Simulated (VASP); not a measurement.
Here is a VASP 6.6.1 calculation.

INCAR

```
SYSTEM = GaN
PREC = Accurate
ENCUT = 520
EDIFF = 1E-7
ISMEAR = 0
SIGMA = 0.02
LREAL = .FALSE.
LASPH = .TRUE.
NELM = 60
ALGO = Normal
ISIF = 3
LWAVE = .FALSE.
LCHARG = .FALSE.
GGA = PE
IBRION = 2
NSW = 80
EDIFFG = -0.002
```

KPOINTS

```
Automatic mesh
0
G
  8 8 8
  0 0 0
```

The input POSCAR:

```
GaN
1.0
    0.0000000000      2.2535006100      2.2535006100
    2.2535006100      0.0000000000      2.2535006100
    2.2535006100      2.2535006100      0.0000000000
Ga N
1 1
Direct
    0.0000000000      0.0000000000      0.0000000000
    0.7500000000      0.7500000000      0.7500000000
```

Potentials or basis: VASP PAW PBE potentials, release 64 (Ga_d, N).

Launch:

```sh
$ cat potpaw_PBE.64/Ga_d/POTCAR potpaw_PBE.64/N/POTCAR > POTCAR
$ mpirun -np 1 vasp_std > vasp.out
```

Predict the relaxed volume.

11.77 Å³/atom.

Estimate the space group after relaxing (to 0.05 Å).

F-43m (No. 216).

Predict the band gap on the k mesh.

1.54 eV, direct.

The path:
| step | energy change (eV) | largest force (eV/Å) | pressure (GPa) | volume (Å³) |
| --- | --- | --- | --- | --- |
| 1 | 0.0000 | 0.0000 | 5.05 | 22.89 |
| 2 | -0.0029 | 0.0000 | -3.88 | 24.10 |
| 3 | -0.0099 | 0.0000 | -0.02 | 23.54 |

A hybrid or GW would open this gap; PBE tends to underestimate it.
